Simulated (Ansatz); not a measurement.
CuO (Tenorite):

```
CELL_PARAMETERS angstrom
2.34185 -1.71130 0.00000
2.34185 1.71130 0.00000
-0.85003 0.00000 5.05787
ATOMIC_POSITIONS crystal
Cu 0.50000 0.00000 0.50000
Cu 0.00000 0.50000 0.00000
O 0.41840 0.58160 0.75000
O 0.58160 0.41840 0.25000
```

Program: Ansatz 0.2.0. Alike in all runs: potentials or basis Ansatz PAW; no spin polarisation; cell as given; k mesh 10 × 10 × 5; smearing fermi-dirac 0.05 eV. Hardware: 2 threads of Arm Neoverse V1, with other jobs on the host.

Problem. Order these runs on this cell by their wall time, lowest first.
A. task band structure; level PBE+U; U Cu d U = 5.3 eV; cutoff (eV) 420; points for each segment of the path 14; hubbard projectors ortho-atomic (the default); double counting fll (the default)
B. task single point; level PBE; cutoff (eV) 250
C. task band structure; level r2SCAN+U; U Cu d U = 5.3 eV; cutoff (eV) 500; points for each segment of the path 14; hubbard projectors ortho-atomic (the default); double counting fll (the default)

Solution. B (3.3 s), A (11 s), C (28 s).

Caveats: the run has no spin polarisation, though such a crystal can be magnetic; U without spin polarisation on a metal has little footing (some runs); the cutoff lies under the one recommended for these potentials (some runs).
